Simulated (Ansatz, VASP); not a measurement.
This is a calculation of BeS for Ansatz 0.2.0.

input.yaml

```yaml
crystal:
  lattice:
    - [0.0, 2.425, 2.425]
    - [2.425, 0.0, 2.425]
    - [2.425, 2.425, 0.0]
  atoms:
    - { symbol: S, position: [0.75, 0.75, 0.75] }
    - { symbol: Be, position: [0.0, 0.0, 0.0] }
hamiltonian:
  xc: revpbe
  pseudopotentials: { kind: paw }
kpoints:
  mp_grid: { grid: [9, 9, 9] }
scf:
  occupations: { method: fermi_dirac, width: 0.05 }
output:
  forces: true
  stress: true
  eigenvalues: true
relax:
  f_tol: 0.01
  max_steps: 40
  cell: { stress_tol: 0.05 }
```

Potentials or basis: Ansatz PAW.

Launch:

```sh
$ ansatz run input.yaml --threads 2 --pin off --max-ram 5632MiB --backend cpu --events-out ev --progress --plain --runs-dir out
```

Question: Translate it to VASP 6.6.1. Potentials there: VASP PAW PBE potentials, release 64 (S, Be).

Answer: As run (the cutoff follows the program's own potentials):

The input INCAR:

```
SYSTEM = BeS
PREC     = Accurate       ! precision mode
ENCUT    = 600            ! plane-wave cutoff, eV
EDIFF    = 1E-7           ! SCF threshold, eV
ISMEAR   = -1             ! smearing method
SIGMA    = 0.05           ! smearing width, eV
LREAL    = .FALSE.        ! projectors in reciprocal space
LASPH    = .TRUE.         ! aspherical terms in the spheres
NELM     = 60             ! most SCF steps
ALGO     = Fast           ! electronic algorithm
ISIF     = 3              ! what is computed and relaxed
LWAVE    = .FALSE.        ! write WAVECAR
LCHARG   = .FALSE.        ! write CHGCAR
GGA      = RE             ! functional
IBRION   = 2              ! ionic algorithm
NSW      = 60             ! ionic steps
EDIFFG   = -0.02          ! ionic threshold
```

Contents of KPOINTS:

```
regular mesh
0
G
  9 9 9
  0 0 0
```

File POSCAR:

```
BeS
1.0
    0.0000000000      2.4250000000      2.4250000000
    2.4250000000      0.0000000000      2.4250000000
    2.4250000000      2.4250000000      0.0000000000
S Be
1 1
Direct
    0.7500000000      0.7500000000      0.7500000000
    0.0000000000      0.0000000000      0.0000000000
```

Potentials or basis: VASP PAW PBE potentials, release 64 (S, Be).

Command:

```bash
$ cat potpaw_PBE.64/S/POTCAR potpaw_PBE.64/Be/POTCAR > POTCAR
$ mpirun -np 1 vasp_std > vasp.out
```

Both were run:

|  | VASP | Ansatz | Ansatz less VASP |
| --- | --- | --- | --- |
| gap on the k mesh at the Fermi level, each at its own relaxed structure (eV) | 3.36 | 3.36 | +0.005 |
| relaxed volume (Å³/atom) | 14.78 | 14.78 | +0.002 |
| relaxed cell length with the largest relative difference (Å) | 3.471 | 3.471 | +0.0002 |
| energy change over the relaxation (meV/atom) | -5 | -5 | -0.1 |

Caveats: the PAW data sets were made with another functional, which shifts forces and pressure a little (VASP); an odd mesh through Γ misses points on the zone boundary, where band edges often lie (VASP); odd divisions of the mesh miss points on the zone boundary, where band edges often lie, so the gap on the mesh can be too wide (Ansatz); the plane-wave basis is chosen anew once the cell has moved, so the energies of steps on either side of that aren't comparable (Ansatz); the PAW data sets come from PBE, with cores solved anew for the run's functional, which leaves a small shift of forces and pressure (Ansatz). Zero-point motion and thermal expansion aren't in these numbers.
